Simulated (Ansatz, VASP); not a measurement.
# P in VASP and in Ansatz

Contents of POSCAR:

```
P
1.0
    0.0000000000      1.9921998360      1.9921998360
    1.9921998360      0.0000000000      1.9921998360
    1.9921998360      1.9921998360      0.0000000000
P
1
Direct
    0.0000000000      0.0000000000      0.0000000000
```

Contents of INCAR.step1:

```
SYSTEM = P
PREC     = Accurate       ! precision mode
ENCUT    = 520            ! plane-wave cutoff, eV
ISMEAR   = -1             ! smearing method
SIGMA    = 0.1            ! smearing width, eV
LREAL    = .False.        ! projectors in reciprocal space
LASPH    = .True.         ! aspherical terms in the spheres
NELM     = 80             ! most SCF steps
NBANDS   = 8              ! bands
GGA      = PE             ! functional
ALGO     = Normal         ! electronic algorithm
EDIFF    = 1E-4           ! SCF threshold, eV
LWAVE    = .True.         ! write WAVECAR
LCHARG   = .False.        ! write CHGCAR
```

INCAR.step2

```
SYSTEM = P
PREC     = Accurate       ! precision mode
ENCUT    = 520            ! plane-wave cutoff, eV
EDIFF    = 1E-6           ! SCF threshold, eV
ISMEAR   = -1             ! smearing method
SIGMA    = 0.1            ! smearing width, eV
LREAL    = .False.        ! projectors in reciprocal space
LASPH    = .True.         ! aspherical terms in the spheres
NELM     = 80             ! most SCF steps
ALGO     = Normal         ! electronic algorithm
ISIF     = 2              ! what is computed and relaxed
LWAVE    = .False.        ! write WAVECAR
LCHARG   = .False.        ! write CHGCAR
METAGGA  = R2SCAN         ! meta-GGA
LMIXTAU  = .True.       
NBANDS   = 8              ! bands
ISTART   = 1
```

File KPOINTS:

```
Automatic mesh
0
Gamma
  16 16 16
  0 0 0
```

Input for Ansatz:

```yaml
crystal:
  lattice:
    - [0.0, 1.992199836, 1.992199836]
    - [1.992199836, 0.0, 1.992199836]
    - [1.992199836, 1.992199836, 0.0]
  atoms:
    - { symbol: P, position: [0.0, 0.0, 0.0] }
hamiltonian:
  xc: r2scan
  pseudopotentials:
    kind: paw
    azcp:
      P: "pseudopotentials/P.paw.azcp"
basis:
  ecutwfc: 500
  fft_grid_basis: typed
kpoints:
  mp_grid: { grid: [16, 16, 16], shift: [0, 0, 0] }
magnetization:
  spin_polarized: false
scf:
  occupations: { method: fermi_dirac, width: 0.1 }
  lower_state_search: "off"
output:
  stress: true
```

Alike in both runs: task single point; functional r2SCAN; k mesh 16 × 16 × 16; occupations fermi-dirac, width 0.1 eV; no spin polarisation.

|  | VASP | Ansatz |
| --- | --- | --- |
| version | VASP 6.6.1 | Ansatz 0.2.0 |
| potentials or method | VASP PAW PBE potentials, release 64 (P) | plane waves (500 eV) with PAW, scalar-relativistic |
| plane-wave cutoff (eV) | 520 | 500 |
| valence electrons in the cell | 5 | 5 |

|  | VASP | Ansatz | Ansatz less VASP |
| --- | --- | --- | --- |
| pressure (GPa) | -5.9 | -5.9 | +0.04 |

Caveats: the PAW data sets were made with another functional, which shifts forces and pressure a little (VASP).
